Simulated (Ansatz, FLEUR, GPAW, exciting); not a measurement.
# C: programs and potentials compared

```
C
1.0
     0.00000    1.78337    1.78337
     1.78337    0.00000    1.78337
     1.78337    1.78337    0.00000
C
2
Cartesian
  2.6751 2.6751 2.6751
  1.7834 1.7834 1.7834
```

Alike in all runs: task band structure; functional RPBE; k mesh 13 × 13 × 13; occupations fermi-dirac, width 0.05 eV; no spin polarisation; no spin-orbit coupling. Pressure is positive in compression and, in plane waves, holds the error of the finite cutoff. Gaps are the smaller of the mesh's and the band path's.

| program and potentials | plane-wave cutoff (eV) | notes | band gap (eV) | pressure (GPa) |
| --- | --- | --- | --- | --- |
| FLEUR, all-electron, FLAPW | - | - | 4.26 | - |
| exciting, all-electron LAPW+lo, shipped species files, valence relativity iora* | - | - | 4.14 | - |
| GPAW, the program's PAW data sets (release 1.2.1) made for this functional | 800 | - | 4.13 | 7.60 |
| Ansatz, all-electron LAPW, scalar-relativistic | - | - | 4.14 | 7.89 |

The band gap spans 4.13 (GPAW, the program's PAW data sets (release 1.2.1) made for this functional) to 4.26 eV (FLEUR, all-electron, FLAPW), with all-electron results at 4.14 to 4.26. The pressure spans 7.60 (GPAW, the program's PAW data sets (release 1.2.1) made for this functional) to 7.89 GPa (Ansatz, all-electron LAPW, scalar-relativistic), with all-electron results at 7.89. The paths' points differ, which is worth about 0.01 eV.

The functional is the same throughout but for its coding, so the spread measures potentials, basis and numerics; runs on potential files found faulty are left out.
